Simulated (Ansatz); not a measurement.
Crystal: BeTe.

```xyz
2
Lattice="0.0000 2.7700 2.7700 2.7700 0.0000 2.7700 2.7700 2.7700 0.0000" Properties=species:S:1:pos:R:3 pbc="T T T"
Te    4.1550    4.1550    4.1550
Be    0.0000    0.0000    0.0000
```

Base run:

| Quantity | Value |
| --- | --- |
| Program | Ansatz 0.2.0 |
| Functional | PBE |
| Potentials or basis | Ansatz PAW |
| Cutoff | 350 eV |
| Density cutoff | 1400 eV |
| k mesh | 8 × 8 × 8 |
| Occupations | fermi-dirac, width 0.05 eV |
| Spin | no spin polarisation |

Its results: band gap on the k mesh 1.86 eV, indirect (least direct gap 3.59 eV); pressure 4.3 GPa.

Problem. After a change of settings the same cell gave: band gap on the k mesh 1.57 eV, indirect (least direct gap 3.25 eV); pressure 4.3 GPa. Which change was it?
A. functional from PBE to SVWN5; cutoff from 350 eV to 420 eV (not typed: the program's choice for these potentials)
B. cutoff from 350 eV to 420 eV (not typed: the program's choice for these potentials); spin from no spin polarisation to spin-orbit coupling, no magnetisation; potential files from those of the base run to others of the same set
C. functional from PBE to LDA; potentials or basis from Ansatz PAW to JTH PAW LDA; cutoff from 350 eV to 990 eV; density cutoff from 1400 eV to 4950 eV; valence electrons from 18 to 10
D. cutoff from 350 eV to 420 eV (not typed: the program's choice for these potentials); k mesh from 8 × 8 × 8 to 15 × 15 × 15

Solution. B.

Spin-orbit coupling splits the band edges, which narrows the gap.

Caveats: spin-orbit coupling is left out, which moves the levels of the heavy elements (some runs); the cutoff lies under the one recommended for these potentials (some runs).
